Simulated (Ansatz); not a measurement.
# ZnGeP2: the cost of one run

Method: DFT PBE, scalar-relativistic, plane waves, PAW, in Ansatz 0.2.0.

2 further runs of the same task are left out: 2 set aside as unsound or not needed.

**1. The system as given**

Symmetry: I-42d, No. 122, tetragonal system. The conventional cell has a = 5.500 Å, b = 5.500 Å, c = 10.844 Å, α = 90.00°, β = 90.00°, γ = 90.00°. Zn (site symmetry -4) has 4 P at 2.38 Å as nearest neighbours. Ge (site symmetry -4) is surrounded by 4 P at 2.36 Å. Around P (site symmetry 2) lie 2 Ge at 2.36 Å and 2 Zn at 2.38 Å.

Coordinates:

```
Zn Ge P
1.0
    -2.75008    2.75008    5.42203
     2.75008   -2.75008    5.42203
     2.75008    2.75008   -5.42203
Zn Ge P
2 2 4
Direct
  0.00000 0.00000 0.00000
  0.75000 0.25000 0.50000
  0.50000 0.50000 0.00000
  0.25000 0.75000 0.50000
  0.37500 0.37839 0.50339
  0.62161 0.12500 0.99661
  0.87500 0.87161 0.49661
  0.12839 0.62500 0.00339
```

It is the result of an earlier relaxation at this level (volume 20.50 Å³/atom; gap on the mesh: 1.14 eV).

**2. Static run: bands, density of states and charges**

Input file input.yaml:

```yaml
crystal:
  lattice:
    - [-2.7500814167, 2.7500814167, 5.4220272045]
    - [2.7500814167, -2.7500814167, 5.4220272045]
    - [2.7500814167, 2.7500814167, -5.4220272045]
  atoms:
    - { symbol: Zn, position: [0.0, 0.0, 0.0] }
    - { symbol: Zn, position: [0.75, 0.25, 0.5] }
    - { symbol: Ge, position: [0.5, 0.5, 0.0] }
    - { symbol: Ge, position: [0.25, 0.75, 0.5] }
    - { symbol: P, position: [0.375, 0.3783883391, 0.5033883391] }
    - { symbol: P, position: [0.6216116609, 0.125, 0.9966116609] }
    - { symbol: P, position: [0.875, 0.8716116609, 0.4966116609] }
    - { symbol: P, position: [0.1283883391, 0.625, 0.0033883391] }
basis:
  ecutwfc: 420
kpoints:
  mp_grid: { grid: [8, 8, 8] }
  band_path:
    path:
      - [[0.0, 0.0, 0.0], [0.0, 0.0, 0.5], [0.25, 0.25, 0.25], [0.0, 0.5, 0.0], [0.0, 0.0, 0.0], [0.5, 0.5, -0.5], [0.31431433, 0.68568567, -0.31431433]]
      - [[-0.31431433, 0.31431433, 0.31431433], [0.0, 0.0, 0.0]]
      - [[0.0, 0.0, 0.5], [-0.12862865, 0.12862865, 0.5]]
      - [[0.5, 0.5, -0.12862865], [0.5, 0.5, -0.5]]
    npoints: 14
hamiltonian:
  xc: pbe
scf:
  occupations: { method: gaussian, width: 0.02 }
  n_extra_bands: 20
output:
  forces: true
  stress: true
  eigenvalues: true
  populations: true
  dos: { projected: true, de: 0.02, nscf_kmesh: { grid: [12, 12, 12] } }
  bader: true
  write_density: true
  write_potential: true
  elf: true
  volumetric_format: npy
```

Launch:

```
$ ansatz run input.yaml --threads 4 --pin off --max-ram 10240MiB --backend cpu --events-out ev --progress --plain --runs-dir out
```

**Question.** How long does this run take on 4 threads of Intel Xeon at 2.50GHz (Skylake/Cascade Lake), shared host, and how much memory does it need?

About 2.6 min, with a peak of 1.3 GiB.
